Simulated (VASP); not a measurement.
**SrTiO3 in VASP: how settings move the PBE single point**

Aim: see what changed inputs do to the PBE single point of SrTiO3 in the cubic perovskite structure.

The runs shown are made with VASP 6.6.1. PAW datasets, plane waves. The values are computed, spin-unpolarised, and not measurements.

## Step 1: Starting point

The cell comes from an earlier relaxation with r2SCAN in another program.

It is cubic, Pm-3m (No. 221); conventional cell a = 3.907 Å, 11.93 Å³ an atom. Near Sr stand 12 O at 2.76 Å; near Ti stand 6 O at 1.95 Å; near O stand 2 Ti at 1.95 Å and 4 Sr at 2.76 Å.

The structure in full:

```xyz
5
Lattice="3.9069 0.0000 0.0000 0.0000 3.9069 0.0000 0.0000 0.0000 3.9069" Properties=species:S:1:pos:R:3 pbc="T T T"
Sr    0.0000    0.0000    0.0000
Ti    1.9534    1.9534    1.9534
O     1.9534    1.9534    0.0000
O     1.9534    0.0000    1.9534
O     0.0000    1.9534    1.9534
```

## Step 2: Baseline

Input file INCAR:

```
ENCUT = 520.000000
SIGMA = 0.020000
EDIFF = 1.00e-07
GGA = PE
PREC = Accurate
IBRION = -1
ISIF = 2
ISMEAR = -1
NBANDS = 28
NELM = 120
NSW = 0
LASPH = .TRUE.
LCHARG = .FALSE.
LWAVE = .FALSE.
LREAL = .FALSE.
```

Input file KPOINTS:

```
KPOINTS created by Atomic Simulation Environment
0
Gamma
6 6 6
0 0 0
```

Input file POSCAR:

```
Sr Ti O
 1.0000000000000000
     3.9068515015636387    0.0000000000000000    0.0000000000000000
     0.0000000000000000    3.9068515015636387    0.0000000000000000
     0.0000000000000000    0.0000000000000000    3.9068515015636387
 Sr  Ti  O
   1   1   3
Cartesian
  0.0000000000000000 -0.0000000000000000  0.0000000000000000
  1.9534257507818193  1.9534257507818193  1.9534257507818193
  1.9534257507818193  1.9534257507818193 -0.0000000000000000
  1.9534257507818193  0.0000000000000000  1.9534257507818193
  0.0000000000000000  1.9534257507818193  1.9534257507818193
```

A file KPOINTS_OPT adds named points for the levels; it doesn't enter the self-consistent loop.

Potentials: the recommended PBE PAW datasets, 40 valence electrons.

Command:

```bash
> mpirun -np 1 vasp_std
```

## Step 3: Variant 1

Input file INCAR:

```
ENCUT = 520.000000
EDIFF = 1.00e-07
GGA = PE
PREC = Accurate
IBRION = -1
ISIF = 2
NBANDS = 28
NSW = 0
LASPH = .TRUE.
LCHARG = .FALSE.
LWAVE = .FALSE.
LREAL = .FALSE.
ISYM = 3
ISMEAR = 1
SIGMA = 0.1
NELM = 88
```

KPOINTS is that of step 2.

POSCAR is that of step 2.

## Step 4: Variant 2

Input file INCAR:

```
ENCUT = 520.000000
GGA = PE
PREC = Accurate
IBRION = -1
ISIF = 2
NSW = 0
LASPH = .TRUE.
LCHARG = .FALSE.
LWAVE = .FALSE.
LREAL = .FALSE.
EDIFF = 0.0001
NBANDS = 32
ISMEAR = 2
SIGMA = 0.2
NELM = 77
```

KPOINTS is that of step 2.

POSCAR is that of step 2.

## Step 5: Variant 3

INCAR, as its differences from that of step 2:

```diff
@@ -9,3 +9,2 @@
 NBANDS = 28
-NELM = 120
 NSW = 0
@@ -15 +14,3 @@
 LREAL = .FALSE.
+IVDW = 20
+NELM = 78
```

KPOINTS is that of step 2.

POSCAR is that of step 2.

## Step 6: Variant 4

Input file INCAR:

```
ENCUT = 520.000000
EDIFF = 1.00e-07
GGA = PE
PREC = Accurate
IBRION = -1
ISIF = 2
NBANDS = 28
NSW = 0
LASPH = .TRUE.
LCHARG = .FALSE.
LWAVE = .FALSE.
LREAL = .FALSE.
NELM = 69
ISMEAR = 1
SIGMA = 2.0
```

KPOINTS is that of step 2.

POSCAR is that of step 2.

Before running it: what results should come out? Wanted: for each run, changed; ending; energy change; pressure; electronic steps; usable.

The runs gave:

| run | changed | ending | energy change (meV/atom) | pressure (GPa) | gap on the mesh (eV; negative: overlap) | electronic steps | time | usable |
| --- | --- | --- | --- | --- | --- | --- | --- | --- |
| ref. | – | converged | 0 | 4.7 | 1.85 | 17 | 39 s | yes |
| 1 | ISYM = 3, ISMEAR = 1, SIGMA = 0.1, NELM = 88 | crashed | – | – | – | 5 | 11 s | no |
| 2 | EDIFF = 0.0001, NBANDS = 32, ISMEAR = 2, SIGMA = 0.2, NELM = 77 | converged | 0.1 | 4.7 | 1.85 | 13 | 33 s | no |
| 3 | IVDW = 20, NELM = 78 | converged | – | -2.3 | 1.85 | 17 | 46 s | yes |
| 4 | ISMEAR = 1, SIGMA = 2 | converged | 21.9 | 2.0 | 1.72 | 18 | 41 s | no |

Of 4 altered inputs, 1 gave no result, 2 ended normally on a faulty or unsound input, 1 gave usable results.
